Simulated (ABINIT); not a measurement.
Planning a run of ABINIT 10.8.3 on BP (F-43m). The input:

```
acell 3*1.0 Angstrom
rprim 
  0.000000000000 2.269000000000 2.269000000000
  2.269000000000 0.000000000000 2.269000000000
  2.269000000000 2.269000000000 0.000000000000
ntypat 2
znucl 5 15
natom 2
typat 1 2
xred 
  0.000000000000 0.000000000000 0.000000000000
  0.250000000000 0.250000000000 0.250000000000
pp_dirpath "pseudos"
pseudos "B.upf, P.upf"
ecut 34
ngkpt 6 6 6
nshiftk 1
shiftk 0 0 0
kptopt 1
chksymbreak 0
istwfk *1
occopt 1
irdwfk 1
optdriver 99
bs_calctype 1
mbpt_sciss 0.847 eV
bs_loband 2
nband 6
bs_exchange_term 1
bs_coulomb_term 21
bs_coupling 0
bs_algorithm 1
bs_freq_mesh 0 7 0.05 eV
zcut 0.1 eV
ecuteps 3
ecutwfn 17
inclvkb 2
mdf_epsinf 9.22
irdden 1
indata_prefix "in"
outdata_prefix "out"
tmpdata_prefix "tmp"
```

```sh
OMP_NUM_THREADS=1 mpirun -n 4 abinit run.abi > log
```

Estimate wall time and host memory on 4 MPI ranks of Arm Neoverse V1, shared host.

It took 19 s; on shared hardware allow 9.3 s to 37 s. Peak host memory was 0.28 GiB.

The kernel grows as the square of the matrix size, and full diagonalisation as its cube.

[Paths, hosts, dates, memory and timing lines, banners, echoed tables and standing remarks are left out of the program output.]

[Logs are printed without paths, hosts, clocks, repeated set-up lines and the standing remarks that a program may print on its own settings, such as how far it seeks lower states.]

[Runs of the session that timed out or met a known fault of the program may be left out.]

[Hosts, paths, dates, database ids (printed as entryN), source tags and the programs' standing remarks are cut or masked in the printed files.]

[G0W0 gaps are taken among the corrected bands and points alone; a level outside them can change the order at an edge.]

[Where Ansatz stands beside ABINIT at settings called matched, ABINIT's density can come from a denser mesh and the files from another edition; pairs whose starting gaps differed by over 0.03 eV were left out, so agreement reads better than it is.]
